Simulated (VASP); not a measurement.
Given:

```xyz
2
Lattice="0.0000 2.9467 2.9467 2.9467 0.0000 2.9467 2.9467 2.9467 0.0000" Properties=species:S:1:pos:R:3 pbc="T T T"
Al     0.0000     0.0000     0.0000
Sb     1.4733     1.4733     1.4733
```

Calculation: PBEsol GGA, VASP's PBE PAW potentials (set 64) (plane waves; VASP 6.6.1). Run with 480 eV cut-off, 8×8×8 Γ-centred mesh, Gaussian smearing of 0.050 eV, potentials Al Sb.

Unless said otherwise, spin-orbit coupling is left out, though it shifts the bands of the heavy elements here.

Predict the energy per atom (σ→0), pressure, band gap (on the k-mesh) with the smallest direct gap where there is one.

| Property | Result |
|---|---|
| band gap (on the k-mesh) | 0.86 eV |
| smallest direct gap (on the k-mesh) | 2.56 eV |
| energy per atom (σ→0) | -417.8 kJ/mol-atom |
| pressure | 9.95 GPa |

The compound is AlSb in the zinc blende structure. It was relaxed first under an external pressure of 10 GPa.
